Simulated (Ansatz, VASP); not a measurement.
**SnSe in VASP and in Ansatz**

```xyz
2
Lattice="0.0000 3.0100 3.0100 3.0100 0.0000 3.0100 3.0100 3.0100 0.0000" Properties=species:S:1:pos:R:3 pbc="T T T"
Sn    0.0000    0.0000    0.0000
Se    3.0100    3.0100    3.0100
```

Measurements of this composition are mostly on another form, of space group No. 62.

Alike in both runs: task single point; functional PBE; k mesh 6 × 6 × 6; occupations gaussian, width 0.1 eV; no spin polarisation.

```csv
,VASP,Ansatz
version,VASP 6.6.1,Ansatz 0.2.0
potentials or method,"VASP PAW PBE potentials, release 64 (Sn_d, Se)","scalar-relativistic, plane waves, PAW"
plane-wave cutoff (eV),520,420
valence electrons in the cell,20,30
```

|  | VASP | Ansatz | Ansatz less VASP |
| --- | --- | --- | --- |
| gap on the k mesh at the Fermi level (eV) | 0.58 | 0.58 | -0.001 |
| least direct gap on the mesh (eV) | 0.58 | 0.58 | -0.001 |
| pressure (GPa) | 0.6 | 0.6 | +0.02 |

The functional is the same, so the differences come from potentials, cutoffs and numerics. The two sets of potentials don't hold the same shells in valence.

Caveats: spin-orbit coupling is left out, which moves the levels of the heavy elements. A k mesh can miss the band edges.
